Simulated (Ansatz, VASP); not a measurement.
Two plane-wave programs on NbH2

```xyz
3
Lattice="0.0000 2.2590 2.2590 2.2590 0.0000 2.2590 2.2590 2.2590 0.0000" Properties=species:S:1:pos:R:3 pbc="T T T"
Nb    0.0000    0.0000    0.0000
H     1.1295    1.1295    1.1295
H     3.3885    3.3885    3.3885
```

Alike in both runs: task relaxation of cell and atoms; functional PBEsol; k mesh 16 × 16 × 16; occupations fermi-dirac, width 0.15 eV; no spin polarisation.

|  | VASP | Ansatz |
| --- | --- | --- |
| version | VASP 6.6.1 | Ansatz 0.2.0 |
| potentials or method | VASP PAW PBE potentials, release 64 (Nb_sv, H) | scalar-relativistic, plane waves, PAW |
| plane-wave cutoff (eV) | 600 | 420 |
| valence electrons in the cell | 15 | 15 |

```tsv
	VASP	Ansatz	Ansatz less VASP
gap on the k mesh at the Fermi level, each at its own relaxed structure (eV)	none	none	-
relaxed volume (Å³/atom)	7.68	7.70	+0.015
relaxed cell length with the largest relative difference (Å)	3.194	3.197	+0.0021
```

A gap of «none» marks a metal or a gap that the smearing closes.

Caveats: the PAW data sets were made with another functional, which shifts forces and pressure a little (VASP).
